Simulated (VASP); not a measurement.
The system is BAs.

```
B As
1.0
     0.00000    2.38850    2.38850
     2.38850    0.00000    2.38850
     2.38850    2.38850    0.00000
B As
1 1
Direct
  0.00000 0.00000 0.00000
  0.25000 0.25000 0.25000
```

* Program: VASP 6.6.1
* Task: relaxation of cell and atoms
* Functional: PBE
* Potentials or basis: VASP PAW PBE potentials, release 64 (B, As)
* Cutoff: 600 eV
* k mesh: 10 × 10 × 10
* Occupations: gaussian, width 0.03 eV
* Spin: no spin polarisation

At the start: pressure 3.4 GPa; volume 13.63 Å³/atom.

Problem. How do energy, volume and symmetry change on relaxing?

Solution. Over 3 steps the energy falls by 3.5 meV/atom and the volume is 13.97 Å³/atom (+2.5 %); space group F-43m (No. 216, to 0.05 Å).

Step by step:
| step | energy change (eV) | largest force (eV/Å) | pressure (GPa) | volume (Å³) |
| --- | --- | --- | --- | --- |
| 1 | 0.0000 | 0.0000 | 3.42 | 27.25 |
| 2 | -0.0037 | 0.0000 | -2.18 | 28.42 |
| 3 | -0.0071 | 0.0000 | 0.01 | 27.93 |

Final structure:
```
B As
1.0
     0.00000    2.40817    2.40817
     2.40817    0.00000    2.40817
     2.40817    2.40817    0.00000
B As
1 1
Direct
  0.00000 0.00000 0.00000
  0.25000 0.25000 0.25000
```
